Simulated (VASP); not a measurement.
Ba: single point with PBEsol

The system is Ba.

```
CELL_PARAMETERS angstrom
-2.44653 2.44653 2.44653
2.44653 -2.44653 2.44653
2.44653 2.44653 -2.44653
ATOMIC_POSITIONS crystal
Ba 0.00000 0.00000 0.00000
```

- Program: VASP 6.6.1
- Task: single point
- Functional: PBEsol
- Potentials or basis: VASP PAW PBE potentials, release 64 (Ba_sv)
- Cutoff: 520 eV
- k mesh: 18 × 18 × 18
- Occupations: gaussian, width 0.1 eV
- Spin: no spin polarisation

```yaml
Pressure: 0.0 GPa
Band_gap_on_the_k_mesh: none (metal or under the smearing width)
```

Levels at points of the mesh, in eV from the Fermi level:
```
           k point  band 2  band 3  band 4  band 5  band 6  band 7  band 8  band 9
(0.00, 0.00, 0.00)  -13.61  -13.61  -13.61   -2.79    1.91    1.91    1.91    3.44
(0.50, 0.00, 0.00)  -14.19  -13.79  -13.61   -0.94    0.68    1.51    3.43    4.06
(0.50, 0.50, 0.50)  -14.01  -14.01  -14.01   -0.63   -0.63    4.72    4.72    4.72
```

Wall time 36 s on 1 thread of Intel(R) Xeon(R) Platinum 8559C (Emerald Rapids) (shared host), peak memory 0.26 GiB.

Caveat: the PAW data sets were made with another functional, which shifts forces and pressure a little. Spin-orbit coupling is left out, which matters for the levels of Ba.
